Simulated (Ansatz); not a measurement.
Crystal: Y.

```
Y
1.0
     3.64740    0.00000    0.00000
    -1.82370    3.15874    0.00000
     0.00000    0.00000    5.73060
Y
2
Direct
  0.66667 0.33333 0.75000
  0.33333 0.66667 0.25000
```

- Program: Ansatz 0.2.0
- Task: relaxation of cell and atoms
- Functional: LDA
- Potentials or basis: Ansatz PAW
- Cutoff: 420 eV (not typed: the program's choice for these potentials)
- k mesh: 8 × 8 × 5
- Occupations: fermi-dirac, width 0.05 eV
- Spin: no spin polarisation

At the start: volume 33.01 Å³/atom.

**Question.** How do energy, volume and symmetry change on relaxing?

**Answer.** It ends after 5 steps and the volume is 29.89 Å³/atom (-9.5 %); space group P6_3/mmc (No. 194, to 0.05 Å).

Step by step:
| step | energy change (eV) | largest force (eV/Å) | volume (Å³) |
| --- | --- | --- | --- |
| 1 | 0.0000 | 0.0000 | 66.02 |
| 2 | -0.0782 | 0.0000 | 59.87 |
| 3 | -0.0784 | 0.0000 | 59.80 |
| 4 | -0.0784 | 0.0000 | 59.78 |
| 5 | -0.0783 | 0.0000 | 59.78 |

Final structure:
```
Y
1.0
     3.53018    0.00000    0.00000
    -1.76509    3.05723    0.00000
     0.00000    0.00000    5.53859
Y
2
Direct
  0.66667 0.33333 0.75000
  0.33333 0.66667 0.25000
```

Caveat: the plane-wave basis is chosen anew once the cell has moved, so the energies of steps on either side of that aren't comparable; the PAW data sets come from PBE, with cores solved anew for the run's functional, which leaves a small shift of forces and pressure.
